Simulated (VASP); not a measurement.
Input of a VASP 6.6.1 run:

File INCAR:

```
SYSTEM = BaTe
PREC     = Accurate       ! precision mode
ENCUT    = 520            ! plane-wave cutoff, eV
EDIFF    = 1E-6           ! SCF threshold, eV
ISMEAR   = 0              ! smearing method
SIGMA    = 0.01           ! smearing width, eV
LREAL    = .FALSE.        ! projectors in reciprocal space
LASPH    = .TRUE.         ! aspherical terms in the spheres
NELM     = 100            ! most SCF steps
ALGO     = Normal         ! electronic algorithm
ISIF     = 2              ! what is computed and relaxed
LWAVE    = .FALSE.        ! write WAVECAR
LCHARG   = .TRUE.         ! write CHGCAR
GGA      = CA             ! functional
LELF     = .TRUE.         ! ELF
LVHAR    = .TRUE.       
NBANDS   = 15             ! bands
```

File KPOINTS:

```
regular mesh
0
G
  6 6 6
  0 0 0
```

The input POSCAR:

```
BaTe
1.0
    0.0000000000      3.5323868345      3.5323868345
    3.5323868345      0.0000000000      3.5323868345
    3.5323868345      3.5323868345      0.0000000000
Ba Te
1 1
Direct
    0.0000000000      0.0000000000      0.0000000000
    0.5000000000      0.5000000000      0.5000000000
```

Potentials or basis: VASP PAW LDA potentials, release 64 (Ba_sv, Te).

Command:

```console
$ cat potpaw_LDA.64/Ba_sv/POTCAR potpaw_LDA.64/Te/POTCAR > POTCAR
$ mpirun -np 1 vasp_std > vasp.out
```

(1) What does it give for the pressure?

(2) What does it give for the band gap on the k mesh?

Answers

(1) -2.2 GPa.

(2) 1.45 eV, indirect (least direct gap 1.83 eV).

Caveat: spin-orbit coupling is left out, which moves the levels of the heavy elements.
